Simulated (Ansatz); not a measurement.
# BP (F-43m): equation of state and elastic constants

One table from this session's results is given with a row withheld; the runs are named, their logs left out.

Method: DFT PBEsol, scalar-relativistic, plane waves, PAW, in Ansatz 0.2.0.

## The structure to begin with

Symmetry: F-43m, No. 216, cubic system. The conventional cell has a = 4.520 Å, b = 4.520 Å, c = 4.520 Å, α = 90.00°, β = 90.00°, γ = 90.00°. Around B (site symmetry -43m) lie 4 P at 1.96 Å. P (site symmetry -43m) is surrounded by 4 B at 1.96 Å.

Coordinates:

```cif
data_structure
_symmetry_space_group_name_H-M 'F-43m'
_symmetry_Int_Tables_number 216
_cell_length_a 4.5201
_cell_length_b 4.5201
_cell_length_c 4.5201
_cell_angle_alpha 90.000
_cell_angle_beta 90.000
_cell_angle_gamma 90.000
_cell_volume 92.35
loop_
_atom_site_label
_atom_site_type_symbol
_atom_site_symmetry_multiplicity
_atom_site_Wyckoff_symbol
_atom_site_fract_x
_atom_site_fract_y
_atom_site_fract_z
_atom_site_occupancy
B1 B 4 a 0.00000 0.00000 0.00000 1
P1 P 4 c 0.25000 0.25000 0.25000 1
```

An earlier run at PBEsol left this cell at 11.544 Å³/atom and 0.00 GPa (12×12×12 mesh).

Volume factors to run: 0.980, 1.020, 0.960, 1.040.

Set-up of the first run:

Input file input.yaml:

```yaml
crystal:
  lattice:
    - [0.0, 2.2448860267, 2.2448860267]
    - [2.2448860267, 0.0, 2.2448860267]
    - [2.2448860267, 2.2448860267, 0.0]
  atoms:
    - { symbol: B, position: [0.0, 0.0, 0.0] }
    - { symbol: P, position: [0.75, 0.75, 0.75] }
basis:
  ecutwfc: 420
  ecutrho_ratio: 4
kpoints:
  mp_grid: { grid: [12, 12, 12] }
hamiltonian:
  xc: pbesol
scf:
  occupations: { method: gaussian, width: 0.05 }
output:
  forces: true
  stress: true
  eigenvalues: true
```

Launch:

```console
$ ansatz run input.yaml --threads 4 --pin off --max-ram 4096MiB --backend cpu --events-out ev --progress --plain --runs-dir out
```

Among the steps run: Scaling the volume by 0.980; At 1.020 of the relaxed volume; Volume × 0.960; Volume × 1.040.

One of the session's tables, all rows but one given; the rest of the session is left out.

```
volume (Å³/atom)  energy (meV/atom)  pressure (GPa)  gap (eV)
          11.082              10.43            7.47      1.06
          11.313               2.51            3.56      1.08
          11.544               0.00            0.00      1.11
          11.775                  ?               ?         ?
          12.006               9.16           -6.17      1.17
```

Q: Estimate the row for volume (Å³/atom) = 11.775 from the others.

Worked estimate for «energy (meV/atom)». A straight line through the neighbours (11.544, 0.00) and (12.006, 9.16) gives 0.00 + (9.16 − 0.00) × (11.775 − 11.544) / (12.006 − 11.544) = 4.58; a parabola fitted to 3 rows on both sides gives 2.22.

The run gave: energy (meV/atom): 2.35; pressure (GPa): -3.23; gap (eV): 1.14. In «energy (meV/atom)» the line misses by +2.23 and the parabola by -0.13.

volume (Å³/atom), energy (meV/atom) and a bar:
```
    11.08       10.4 ##############################
    11.31        2.5 #######
    11.54        0.0 
    11.77        2.3 #######
    12.01        9.2 ##########################
```
